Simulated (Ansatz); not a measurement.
A crystal relaxed with r2SCAN in Ansatz 0.2.0 has space group Fm-3m (No. 225) and a = 4.794 Å.

```
atom  site       x       y       z
  Ti    4a  0.0000  0.0000  0.0000
  Xx    8c  0.2500  0.2500  0.7500
```

The r2SCAN gap is indirect, 1.51 eV (X to Γ), below the direct gap of 2.21 eV at X. HSE06 gives an indirect gap of 2.63 eV, from X to Γ; the least direct gap is 3.35 eV at X. The PBE gap is indirect, 1.14 eV (X to Γ), below the direct gap of 1.85 eV at X. Meshes: r2SCAN 10×10×10, HSE06 6×6×6, PBE 10×10×10. r2SCAN's ε∞ is 8.8 in all directions.

Problem. Which element is Xx?
A. Se
B. Te
C. S
D. O

Solution. D. Xx is O: a 3-atom cell of TiO₂ built on the cubic fluorite structure (relaxed group Fm-3m). Around Ti lie 8 O at 2.08 Å; around O lie 4 Ti at 2.08 Å.

Note: simulated data, non-magnetic, for a generated structure that need not be the stable one.

The meshes of the hybrids are coarse, so their gaps aren't converged to the digits shown.
